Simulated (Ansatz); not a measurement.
MgO (rocksalt), relaxed with r2SCAN in the PAW code Ansatz. It is cubic, Fm-3m (No. 225); a = 4.204 Å in the conventional setting, 9.29 Å³ an atom. Mg has 6 O at 2.10 Å; O has 6 Mg at 2.10 Å.

The axes x, y and z are those of this cell:
```
Mg O
1.0
     0.00000    2.10217    2.10217
     2.10217    0.00000    2.10217
     2.10217    2.10217    0.00000
Mg O
1 1
Direct
  0.00000 0.00000 0.00000
  0.50000 0.50000 0.50000
```

Unstrained: The PBE gap is direct at Γ: 4.797 eV. With r2SCAN the gap is 5.685 eV and direct, at Γ. HSE06 gives a direct gap of 6.541 eV at Γ. Meshes: PBE 10×10×10, r2SCAN 10×10×10, HSE06 8×8×8. Strains are changes of length per length. After each strain the atoms were relaxed again with r2SCAN within the symmetry that the strain leaves, so tilts or polar shifts that break it weren't tested; points keep the names that they have in the unstrained zone. (Simulation; spin polarisation is off.)

**Question.** One strain changed the r2SCAN stress by xx +17.74, yy +17.74, zz +17.74, xy -8.88, xz -8.88, yz -8.88 GPa (compression positive) and the gap by +0.594 eV (PBE), +0.623 eV (r2SCAN), +0.675 eV (HSE06). Which kind of strain was it, and roughly how large?

**Answer.** Epitaxial -5.15 % in the plane normal to [111], free normal strain +1.73 %. The pattern of the stress gives the kind; the size needs the stiffness, so it is an estimate.

**Question.** Apply uniaxial +4.51 % along [111], other directions held. How far does the gap move, against the unstrained cell?

**Answer.** PBE: the gap goes from 4.797 to 4.228 eV (-0.569 eV); with r2SCAN the top three valence levels at Γ, degenerate before, become 2+1 from the top over 342 meV. r2SCAN: the gap goes from 5.685 to 5.094 eV (-0.591 eV). HSE06: the gap goes from 6.541 to 5.930 eV (-0.611 eV). The r2SCAN energy rises by 21.3 meV an atom.

**Question.** Estimate what uniaxial +2.17 % along x, other directions held does to the gap.

**Answer.** PBE: the gap goes from 4.797 to 4.558 eV (-0.239 eV); with r2SCAN the top three valence levels at Γ, degenerate before, become 1+2 from the top over 45 meV. r2SCAN: the gap goes from 5.685 to 5.436 eV (-0.249 eV). HSE06: the gap goes from 6.541 to 6.271 eV (-0.270 eV). The r2SCAN energy rises by 3.9 meV an atom.

The meshes of the hybrids are coarse, so their gaps aren't converged to the digits shown.

The splittings at Γ are without spin-orbit coupling, which regroups them where it is of like size or larger.
